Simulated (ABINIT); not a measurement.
# TePb (Fm-3m) in ABINIT: further runs

The runs below take TePb through single point, with PBEsol, LDA.

All numbers are computed with ABINIT 10.8.3 (patched build); they aren't measurements. Logs are shortened: lines on timing, memory, paths and dates and some standing lists are left out, and cuts for length are marked. The log counts tension as positive stress, the text compression.

**What was measured.**

A printed reference work, monograph reports, for a bulk crystal of TePb at 4.2 K: band gap 0.19 eV (direct).

How close the calculation comes is told below.

## 1. Starting point

Symmetry: Fm-3m, No. 225, cubic system. Conventional cell: a = 6.462 Å, b = 6.462 Å, c = 6.462 Å, α = 90.00°, β = 90.00°, γ = 90.00°. Pb (site symmetry m-3m) has 6 Te at 3.23 Å as nearest neighbours. Te (site symmetry m-3m) is surrounded by 6 Pb at 3.23 Å.

## 2. Single point, PBEsol

Input file run.abi:

```
# Pseudopotentials
pp_dirpath "./"
pseudos "Pb.GGA_PBE-JTH.xml, Te.GGA_PBE-JTH.xml"

# Structure
acell 4.56932402 4.56932402 4.56932402 Angstrom
rprim
     0.0000000000     0.7071067812     0.7071067812
     0.7071067812     0.0000000000     0.7071067812
     0.7071067812     0.7071067812     0.0000000000
ntypat 2
znucl 82 52
natom 2
typat 1 2
xred
     0.0000000000     0.0000000000     0.0000000000
     0.5000000000     0.5000000000     0.5000000000

# Plane-wave basis
ecut 17.0
pawecutdg 34.0

# k points
kptopt 1
ngkpt 3 3 3
nshiftk 1
shiftk 0.0 0.0 0.0

# Exchange and correlation
ixc -116133

# Bands and occupations
nband 14
occopt 3
tsmear 0.05 eV

# SCF cycle
nstep 100
tolvrs 1.0e-9

# Output
iomode 3
prtwf 0
prtden 0
prteig 0
prtebands 0
enunit 2
```

Potentials or basis: JTH PAW PBE v2.0.

On the command line:

```
> abinit run.abi > log 2>&1
```

run.abo:

```text
.Version 10.8.3 of ABINIT
 Symmetries : space group Fm -3 m (#225); Bravais cF (face-center cubic)
================================================================================
 Values of the parameters that define the memory need of the present run
     intxc =       0    ionmov =       0      iscf =      17    lmnmax =      18
     lnmax =       6     mgfft =      36  mpssoang =       3    mqgrid =    3001
     natom =       2  nloc_mem =       2    nspden =       1   nspinor =       1
    nsppol =       1      nsym =      48    n1xccc =       1    ntypat =       2
    occopt =       3   xclevel =       2
       mpw =        1528          nfft =       46656          nkpt =           4
 PAW method is used; the additional fine FFT grid is defined by:
   mgfftf=        48    nfftf =    110592
================================================================================
================================================================================

--------------------------------------------------------------------------------
------------- Echo of variables that govern the present computation ------------
--------------------------------------------------------------------------------
 -outvars: echo values of preprocessed input variables --------
            acell      8.6347709783E+00  8.6347709783E+00  8.6347709783E+00 Bohr
              amu      2.07200000E+02  1.27600000E+02
             ecut      1.70000000E+01 Hartree
           enunit           2
              ixc     -116133
         kptrlatt        3    0    0      0    3    0      0    0    3
          kptrlen      2.59043129E+01
            natom           2
            nband          14
            ngfft          36      36      36
          ngfftdg          48      48      48
             nkpt           4
            nstep         100
             nsym          48
           ntypat           2
           occopt           3
        pawecutdg      3.40000000E+01 Hartree
         pawxcdev           0
           prtden           0
        prtebands           0
           prteig           0
            prtwf           0
            rprim      0.0000000000E+00  7.0710678120E-01  7.0710678120E-01
                       7.0710678120E-01  0.0000000000E+00  7.0710678120E-01
                       7.0710678120E-01  7.0710678120E-01  0.0000000000E+00
          spgroup         225
           tolvrs      1.00000000E-09
           tsmear      1.83746611E-03 Hartree
            typat      1  2
           useylm           1
           xangst      0.0000000000E+00  0.0000000000E+00  0.0000000000E+00
                       3.2310000000E+00  3.2310000000E+00  3.2310000000E+00
            xcart      0.0000000000E+00  0.0000000000E+00  0.0000000000E+00
                       6.1057051129E+00  6.1057051129E+00  6.1057051129E+00
             xred      0.0000000000E+00  0.0000000000E+00  0.0000000000E+00
                       5.0000000000E-01  5.0000000000E-01  5.0000000000E-01
            znucl       82.00000   52.00000

================================================================================

 chkinp: Checking input parameters for consistency.

================================================================================
== DATASET  1 ==================================================================

--- !DatasetInfo
iteration_state: {dtset: 1, }
dimensions: {natom: 2, nkpt: 4, mband: 14, nsppol: 1, nspinor: 1, nspden: 1, mpw: 1528, }
cutoff_energies: {ecut:  17.0, pawecutdg:  34.0, }
electrons: {nelect:   2.00000000E+01, charge:   0.00000000E+00, occopt:   3.00000000E+00, tsmear:   1.83746611E-03, }
meta: {optdriver: 0, ionmov: 0, optcell: 0, iscf: 17, paral_kgb: 0, }
...

 Real(R)+Recip(G) space primitive vectors, cartesian coordinates (Bohr,Bohr^-1):
 R(1)=  0.0000000  6.1057051  6.1057051  G(1)= -0.0818906  0.0818906  0.0818906
 R(2)=  6.1057051  0.0000000  6.1057051  G(2)=  0.0818906 -0.0818906  0.0818906
 R(3)=  6.1057051  6.1057051  0.0000000  G(3)=  0.0818906  0.0818906 -0.0818906
 Unit cell volume ucvol=  4.5523692E+02 bohr^3
 Angles (23,13,12)=  6.00000000E+01  6.00000000E+01  6.00000000E+01 degrees

 Coarse grid specifications (used for wave-functions):

 getcut: wavevector=  0.0000  0.0000  0.0000  ngfft=  36  36  36
         ecut(hartree)=     17.000   => boxcut(ratio)=   2.24627

 getcut : COMMENT -
  Note that boxcut > 2.2 ; recall that boxcut=Gcut(box)/Gcut(sphere) = 2
  is sufficient for exact treatment of convolution.
  Such a large boxcut is a waste : you could raise ecut
  e.g. ecut=   21.444361 Hartrees makes boxcut=2

 Fine grid specifications (used for densities):

 getcut: wavevector=  0.0000  0.0000  0.0000  ngfft=  48  48  48
         ecut(hartree)=     34.000   => boxcut(ratio)=   2.11780

--- Pseudopotential description ------------------------------------------------
- pspini: atom type   1  psp file is ./Pb.GGA_PBE-JTH.xml
 Pseudopotential format is: paw10
 basis_size (lnmax)=  6 (lmn_size= 18), orbitals=   0   0   1   1   2   2
 Spheres core radius: rc_sph= 2.40264019
 Shapefunction is BESSEL type: shapef(r,l)=aa(1,l)*jl(q(1,l)*r)+aa(2,l)*jl(q(2,l)*r)
 Radius for shape functions =  2.00872932
 Compensation charge density is not taken into account in XC energy/potential

- pspini: atom type   2  psp file is ./Te.GGA_PBE-JTH.xml
 Pseudopotential format is: paw10
 basis_size (lnmax)=  4 (lmn_size=  8), orbitals=   0   0   1   1
 Spheres core radius: rc_sph= 2.31107438
 Shapefunction is SIN type: shapef(r)=[sin(pi*r/rshp)/(pi*r/rshp)]**2
 Radius for shape functions =  2.10488624
 Compensation charge density is not taken into account in XC energy/potential

   2.67418901E+03                                ecore*ucvol(ha*bohr**3)
--------------------------------------------------------------------------------

[... 7 lines left out ...]

     iter   Etot(hartree)      deltaE(h)  residm     nres2
 ETOT  1  -69.051136560278    -6.905E+01 1.261E+00 1.319E+00
 ETOT  2  -69.606681225130    -5.555E-01 5.172E-02 6.539E-01
 ETOT  3  -69.604283591712     2.398E-03 9.149E-02 1.281E-01
 ETOT  4  -69.604252537011     3.105E-05 2.893E-03 2.232E-02
 ETOT  5  -69.604292105683    -3.957E-05 1.087E-03 4.065E-04
 ETOT  6  -69.604299154018    -7.048E-06 3.066E-05 8.253E-05
 ETOT  7  -69.604299775426    -6.214E-07 7.198E-06 2.395E-05
 ETOT  8  -69.604299901195    -1.258E-07 3.513E-07 1.044E-06
 ETOT  9  -69.604299908758    -7.563E-09 8.562E-08 7.960E-08
 ETOT 10  -69.604299909977    -1.219E-09 6.826E-09 5.099E-09
 ETOT 11  -69.604299910048    -7.073E-11 1.304E-09 4.045E-10

 At SCF step   11       nres2   =  4.04E-10 < tolvrs=  1.00E-09 =>converged.

 Cartesian components of stress tensor (hartree/bohr^3)
  sigma(1 1)=  4.76547992E-05  sigma(3 2)=  0.00000000E+00
  sigma(2 2)=  4.76547992E-05  sigma(3 1)=  0.00000000E+00
  sigma(3 3)=  4.76547992E-05  sigma(2 1)=  0.00000000E+00

--- !ResultsGS
iteration_state: {dtset: 1, }
comment   : Summary of ground state results
lattice_vectors:
- [  0.0000000,   6.1057051,   6.1057051, ]
- [  6.1057051,   0.0000000,   6.1057051, ]
- [  6.1057051,   6.1057051,   0.0000000, ]
lattice_lengths: [   8.63477,    8.63477,    8.63477, ]
lattice_angles: [ 60.000,  60.000,  60.000, ] # degrees, (23, 13, 12)
lattice_volume:   4.5523692E+02
convergence: {deltae: -7.073E-11, res2:  4.045E-10, residm:  1.304E-09, diffor: null, }
etotal    :  -6.96042999E+01
entropy   :   0.00000000E+00
fermie    :  -1.99445892E-02
cartesian_stress_tensor: # hartree/bohr^3
- [  4.76547992E-05,   0.00000000E+00,   0.00000000E+00, ]
- [  0.00000000E+00,   4.76547992E-05,   0.00000000E+00, ]
- [  0.00000000E+00,   0.00000000E+00,   4.76547992E-05, ]
pressure_GPa:  -1.4021E+00
xred      :
- [  0.0000E+00,   0.0000E+00,   0.0000E+00, Pb]
- [  5.0000E-01,   5.0000E-01,   5.0000E-01, Te]
cartesian_forces: # hartree/bohr
- [ -0.00000000E+00,  -0.00000000E+00,  -0.00000000E+00, ]
- [ -0.00000000E+00,  -0.00000000E+00,  -0.00000000E+00, ]
force_length_stats: {min:   0.00000000E+00, max:   0.00000000E+00, mean:   0.00000000E+00, }
...

 Integrated electronic density in atomic spheres:
 ------------------------------------------------
 Atom  Sphere_radius  Integrated_density
    1        2.40264         11.34122053
    2        2.31107          3.13641273

================================================================================

 ----iterations are completed or convergence reached----

 Mean square residual over all n,k,spin=   24.688E-12; max=  13.044E-10
 reduced coordinates (array xred) for    2 atoms
       0.000000000000      0.000000000000      0.000000000000
       0.500000000000      0.500000000000      0.500000000000
 rms dE/dt=  0.0000E+00; max dE/dt=  0.0000E+00; dE/dt below (all hartree)
    1       0.000000000000      0.000000000000      0.000000000000
    2       0.000000000000      0.000000000000      0.000000000000

 cartesian coordinates (angstrom) at end:
    1      0.00000000000000     0.00000000000000     0.00000000000000
    2      3.23100000004204     3.23100000004204     3.23100000004204

 cartesian forces (hartree/bohr) at end:
    1     -0.00000000000000    -0.00000000000000    -0.00000000000000
    2     -0.00000000000000    -0.00000000000000    -0.00000000000000
 frms,max,avg= 0.0000000E+00 0.0000000E+00   0.000E+00  0.000E+00  0.000E+00 h/b

 cartesian forces (eV/Angstrom) at end:
    1     -0.00000000000000    -0.00000000000000    -0.00000000000000
    2     -0.00000000000000    -0.00000000000000    -0.00000000000000
 frms,max,avg= 0.0000000E+00 0.0000000E+00   0.000E+00  0.000E+00  0.000E+00 e/A
 length scales=  8.634770978332  8.634770978332  8.634770978332 bohr
              =  4.569324020000  4.569324020000  4.569324020000 angstroms
 Fermi (or HOMO) energy (hartree) =  -0.01994   Average Vxc (hartree)=  -0.33640
 Eigenvalues (hartree) for nkpt=   4  k points:
 kpt#   1, nband= 14, wtk=  0.03704, kpt=  0.0000  0.0000  0.0000 (reduced coord)
  -0.64925   -0.64925   -0.64896   -0.64896   -0.64896   -0.48126   -0.24544   -0.08777
  -0.08777   -0.08777    0.11310    0.11310    0.11310    0.17536
      occupation numbers for kpt#   1
   2.00000    2.00000    2.00000    2.00000    2.00000    2.00000    2.00000    2.00000
   2.00000    2.00000    0.00000    0.00000    0.00000    0.00000
 prteigrs : prtvol=0 or 1, do not print more k-points.

 Fermi (or HOMO) energy (eV) =  -0.54272   Average Vxc (eV)=  -9.15401
 Eigenvalues (   eV  ) for nkpt=   4  k points:
 kpt#   1, nband= 14, wtk=  0.03704, kpt=  0.0000  0.0000  0.0000 (reduced coord)
 -17.66696  -17.66696  -17.65915  -17.65915  -17.65915  -13.09564   -6.67879   -2.38847
  -2.38847   -2.38847    3.07763    3.07763    3.07763    4.77185
 prteigrs : prtvol=0 or 1, do not print more k-points.

--- !EnergyTerms
iteration_state     : {dtset: 1, }
comment             : Components of total free energy in Hartree
kinetic             :  7.45419213414390E+00
hartree             :  2.21094128145278E+01
xc                  : -6.51784430644845E+00
Ewald energy        : -5.10491050090673E+01
psp_core            :  5.87427978629799E+00
local_psp           : -6.83875758421127E+01
PAW spherical_terms :  2.09123363580178E+01
internal            : -6.96043040646410E+01
'-kT*entropy'       : -5.81702044291677E-10
total_energy        : -6.96043040652227E+01
total_energy_eV     : -1.89402960230148E+03
...

--- !EnergyTermsDC
iteration_state     : {dtset: 1, }
comment             : '"Double-counting" decomposition of free energy'
band_energy         : -8.67528219202856E+00
Ewald energy        : -5.10491050090673E+01
psp_core            :  5.87427978629799E+00
xc_dc               : -2.29428159132812E+01
PAW spherical_terms :  7.18862341861296E+00
internal            : -6.96042999094661E+01
'-kT*entropy'       : -5.81702044291677E-10
total_energy_dc     : -6.96042999100478E+01
total_energy_dc_eV  : -1.89402948923341E+03
...

--- !EnergyTermsWithPAWCore
iteration_state     : {dtset: 1, }
comment             : 'Components of total free energy, including PAW core contributions'
Total energy        : -2.76682826543586E+04
Total energy DC     : -2.76682826502034E+04
Total energy (eV)   : -7.52892326070729E+05
Total energy DC (eV): -7.52892325957661E+05
...

 Cartesian components of stress tensor (hartree/bohr^3)
  sigma(1 1)=  4.76547992E-05  sigma(3 2)=  0.00000000E+00
  sigma(2 2)=  4.76547992E-05  sigma(3 1)=  0.00000000E+00
  sigma(3 3)=  4.76547992E-05  sigma(2 1)=  0.00000000E+00

-Cartesian components of stress tensor (GPa)         [Pressure= -1.4021E+00 GPa]
- sigma(1 1)=  1.40205260E+00  sigma(3 2)=  0.00000000E+00
- sigma(2 2)=  1.40205260E+00  sigma(3 1)=  0.00000000E+00
- sigma(3 3)=  1.40205260E+00  sigma(2 1)=  0.00000000E+00

== END DATASET(S) ==============================================================
================================================================================

 -outvars: echo values of variables after computation  --------
            acell      8.6347709783E+00  8.6347709783E+00  8.6347709783E+00 Bohr
           etotal     -6.9604299910E+01
            fcart     -0.0000000000E+00 -0.0000000000E+00 -0.0000000000E+00
                      -0.0000000000E+00 -0.0000000000E+00 -0.0000000000E+00
            rprim      0.0000000000E+00  7.0710678120E-01  7.0710678120E-01
                       7.0710678120E-01  0.0000000000E+00  7.0710678120E-01
                       7.0710678120E-01  7.0710678120E-01  0.0000000000E+00
           strten      4.7654799230E-05  4.7654799230E-05  4.7654799230E-05
                       0.0000000000E+00  0.0000000000E+00  0.0000000000E+00
           xangst      0.0000000000E+00  0.0000000000E+00  0.0000000000E+00
                       3.2310000000E+00  3.2310000000E+00  3.2310000000E+00
             xred      0.0000000000E+00  0.0000000000E+00  0.0000000000E+00
                       5.0000000000E-01  5.0000000000E-01  5.0000000000E-01
 Calculation completed.
```

Run time: 9.1 s. Hardware: 1 thread of Arm Neoverse V2, shared host; peak memory 0.11 GiB.

Results:

- Free energy: -1894.0295 eV
- Valence electrons inside the program's atomic spheres: Pb 11.34; Te 3.14

Caveat: the k mesh is coarse (spacing up to 0.56 Å⁻¹), so the values aren't converged; the cutoff is too short for stress, so the log's stress isn't used; this odd mesh misses L, where the gap lies, so gap, dielectric constants and Born charges aren't listed; the PAW data sets were made with another functional, which shifts forces and pressure a little.

## 3. Single point, LDA

Input file run.abi:

```
# Pseudopotentials
pp_dirpath "./"
pseudos "Pb.LDA_PW-JTH.xml, Te.LDA_PW-JTH.xml"

# Structure
acell 3*1.0 Angstrom
rprim
     0.0000000000     3.2310000000     3.2310000000
     3.2310000000     0.0000000000     3.2310000000
     3.2310000000     3.2310000000     0.0000000000
ntypat 2
znucl 82 52
natom 2
typat 1 2
xred
     0.0000000000     0.0000000000     0.0000000000
     0.5000000000     0.5000000000     0.5000000000

# Plane-wave basis
ecut 462.593566 eV
pawecutdg 34.0

# k points
kptopt 1
ngkpt 6 6 6
nshiftk 1
shiftk 0.0 0.0 0.0

# Exchange and correlation
ixc 7

# Bands and occupations
nband 14
occopt 3
tsmear 0.05 eV

# SCF cycle
nstep 100
tolvrs 1.0e-9

# Output
iomode 3
prtwf 0
prtden 0
prteig 0
prtebands 0
enunit 1
```

Potentials or basis: JTH PAW LDA v2.0.

On the command line:

```
> abinit run.abi > log 2>&1
```

Run time: 10 s. Hardware: 1 thread of Arm Neoverse V2, shared host; peak memory 0.11 GiB.

It converged, with:

```
Free energy                                           : -1900.7600 eV
Band gap on the k mesh                                : 0.63 eV, direct
Valence electrons inside the program's atomic spheres : Pb 11.35; Te 3.16
```

Levels at points of the mesh, in eV from the valence-band top:
```
           k point  band 7  band 8  band 9  band 10  band 11  band 12  band 13  band 14
(0.00, 0.00, 0.00)   -5.75   -1.32   -1.32    -1.32     4.07     4.07     4.07     5.90
(0.50, 0.00, 0.00)   -8.66   -0.84   -0.84     0.00     0.63     1.20     1.20     8.44
(0.50, 0.50, 0.00)   -7.42   -4.49   -2.78    -2.78     3.31     5.44     5.44     6.60
```

Caveat: the cutoff is too short for stress, so the log's stress isn't used; spin-orbit coupling is left out, which as a rule narrows the gap of such compounds by several tenths of an eV.

## 4. How close it comes

Step 3. A measured gap of TePb is 0.19 eV (direct; 4.2 K; a printed reference work, monograph); the calculated 0.63 eV misses it by +0.44 eV. Spin-orbit coupling on Pb, Te is left out. The value is that of LDA on a finite k mesh, which can miss the band edges, without temperature or zero-point motion.
